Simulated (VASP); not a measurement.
The system is Sr.

```
Sr
1.0
     4.31000    0.00000    0.00000
    -2.15500    3.73257    0.00000
     0.00000    0.00000    7.05000
Sr
2
Direct
  0.66667 0.33333 0.75000
  0.33333 0.66667 0.25000
```

This isn't the form of Sr at room conditions, which is fcc.

- Program: VASP 6.6.1
- Task: relaxation of cell and atoms
- Functional: BEEF-vdW
- Potentials or basis: VASP PAW PBE potentials, release 64 (Sr_sv)
- Cutoff: 600 eV
- k mesh: 7 × 7 × 4
- Occupations: methfessel-paxton, width 0.2 eV
- Spin: no spin polarisation

At the start: pressure -0.0 GPa; volume 56.71 Å³/atom.

Problem. How do energy, volume and symmetry change on relaxing?

Solution. Over 5 steps the energy falls by 3.5 meV/atom and the volume is 56.39 Å³/atom (-0.6 %); space group P6_3/mmc (No. 194, to 0.05 Å).

The path:
```
step  energy change (eV)  largest force (eV/Å)  pressure (GPa)  volume (Å³)
   1              0.0000                0.0000           -0.04       113.42
   2             -0.0005                0.0000           -0.04       113.38
   3             -0.0071                0.0000            0.04       112.55
   4             -0.0068                0.0000            0.01       112.81
   5             -0.0070                0.0000            0.01       112.78
```

Final structure:
```
Sr
1.0
     4.25938    0.00000    0.00000
    -2.12969    3.68874    0.00000
     0.00000    0.00000    7.17813
Sr
2
Direct
  0.66667 0.33333 0.75000
  0.33333 0.66667 0.25000
```

Caveat: the PAW data sets were made with another functional, which shifts forces and pressure a little.
